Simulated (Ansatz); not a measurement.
Start from ZnTe in the zinc blende structure (space group F-43m, No. 216).

```yaml
crystal:
  lattice:
    - [0.00000, 3.05670, 3.05670]
    - [3.05670, 0.00000, 3.05670]
    - [3.05670, 3.05670, 0.00000]
  atoms:
    - { symbol: Te, position: [0.75000, 0.75000, 0.75000] }
    - { symbol: Zn, position: [0.00000, 0.00000, 0.00000] }
```

Cartesian axes are those of the cell as printed.

Calculations: r2SCAN in Ansatz (plane waves to 500 eV, PAW, spin-orbit coupling left out).

One thing is altered: a pure shear with ε_xy = ε_yx = -0.0156; the atoms relax in the strained cell.

Question: Predict the stress tensor and what it implies for the stiffness.

Answer: Stress of the strained cell less that of the base (GPa, compression positive):
```
   0.03    1.05    0.00
   1.05    0.03    0.00
   0.00    0.00   -0.01
```

Then −Δσ/γ with γ = 2ε = -0.0312 gives secant stiffness values (nonlinear terms included at this strain): C66 ≈ 34 GPa.

Whether these cells are dynamically stable was not tested.

Ansatz is an electronic-structure program.
